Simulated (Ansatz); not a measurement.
# Pb in Ansatz: the effect of functional

Crystal: Pb.

```xyz
2
Lattice="0.0000 3.4843 3.4843 3.4843 0.0000 3.4843 3.4843 3.4843 0.0000" Properties=species:S:1:pos:R:3 pbc="T T T"
Pb    1.7421    1.7421    1.7421
Pb    0.0000    0.0000    0.0000
```

This isn't the form of Pb at room conditions, which is fcc.

The cell isn't the ideal one: volume scaled by 1.04.

Alike in all runs:

| Item | Value |
| --- | --- |
| Program | Ansatz 0.2.0 |
| Task | single point |
| Potentials or basis | Ansatz PAW |
| k mesh | 7 × 7 × 7 |
| Occupations | fermi-dirac, width 0.05 eV |
| Spin | no spin polarisation |

Question: One run gave: pressure -1.8 GPa. Which functional did it use?
A. LDA
B. r2SCAN
C. PBEsol

Answer: A.

```csv
functional,cutoff,pressure (GPa)
LDA,420 eV (not typed: the program's choice for these potentials),-1.8
PBEsol,420 eV (not typed: the program's choice for these potentials),-0.7
r2SCAN,500 eV (not typed: the program's choice for these potentials),-0.2
```

Caveats: the PAW data sets come from PBE, with cores solved anew for the run's functional, which leaves a small shift of forces and pressure.
